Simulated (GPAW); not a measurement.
The system is BP.

```
P B
1.0
     0.00000    2.26900    2.26900
     2.26900    0.00000    2.26900
     2.26900    2.26900    0.00000
P B
1 1
Cartesian
  3.4035 3.4035 3.4035
  0.0000 0.0000 0.0000
```

- Program: GPAW 26.7.0
- Task: relaxation of cell and atoms
- Functional: PBEsol
- Dispersion: D3(BJ)+ATM
- Potentials or basis: PAW data sets generated in the run's folder for this functional
- Cutoff: 800 eV
- Basis: pw
- k mesh: 10 × 10 × 10
- Occupations: fermi-dirac, width 0.05 eV
- Spin: no spin polarisation

At the start: pressure -4.6 GPa; volume 11.68 Å³/atom.

How do energy, volume and symmetry change on relaxing?

Over 3 steps the energy falls by 4.5 meV/atom and the volume is 11.35 Å³/atom (-2.8 %); space group F-43m (No. 216, to 0.05 Å).

Step by step:
```
step  energy change (eV)  largest force (eV/Å)  pressure (GPa)  volume (Å³)
   1              0.0000                0.0000           -4.65        23.36
   2             -0.0042                0.0000           -3.48        23.19
   3             -0.0090                0.0000            0.09        22.71
```

Final structure:
```
CELL_PARAMETERS angstrom
0.00000 2.24761 2.24761
2.24761 0.00000 2.24761
2.24761 2.24761 0.00000
ATOMIC_POSITIONS crystal
P 0.75000 0.75000 0.75000
B 0.00000 0.00000 0.00000
```

Caveat: later steps reuse the first step's grids.
